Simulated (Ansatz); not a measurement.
The system is Bi2Se3 (Paraguanajuatite).

```
Bi Se
1.0
     2.07150    1.19598    9.54533
    -2.07150    1.19598    9.54533
     0.00000   -2.39196    9.54533
Bi Se
2 3
Direct
  0.59920 0.59920 0.59920
  0.40080 0.40080 0.40080
  0.78830 0.78830 0.78830
  0.21170 0.21170 0.21170
  0.00000 0.00000 0.00000
```

Base run:

- Program: Ansatz 0.2.0
- Functional: PBE
- Potentials or basis: all-electron LAPW, scalar-relativistic
- Cutoff: 226 eV
- Density cutoff: 904 eV
- Basis error allowed: 0.001 eV/atom
- k mesh: 8 × 8 × 8
- Occupations: fermi-dirac, width 0.05 eV
- Spin: no spin polarisation

Its results: band gap on the k mesh 0.22 eV, direct; pressure 2.6 GPa; largest force 0.160 eV/Å.

**Question.** After a change of settings the same cell gave: band gap on the k mesh 0.14 eV, direct; pressure -0.3 GPa; largest force 0.155 eV/Å. Which change was it?
A. basis error allowed from 0.001 eV/atom to 0.002 eV/atom
B. functional from PBE to revPBE; basis error allowed from 0.001 eV/atom to 0.002 eV/atom
C. functional from PBE to PBEsol
D. potentials or basis from all-electron LAPW, scalar-relativistic to all-electron LAPW, point nuclei; basis error allowed from 0.001 eV/atom to 0.002 eV/atom

**Answer.** C.

PBEsol binds more tightly than PBE, so the same cell stands under less pressure.

Caveats: spin-orbit coupling is left out, which as a rule narrows the gap of such compounds by several tenths of an eV.

Not every run made on this cell is shown here.
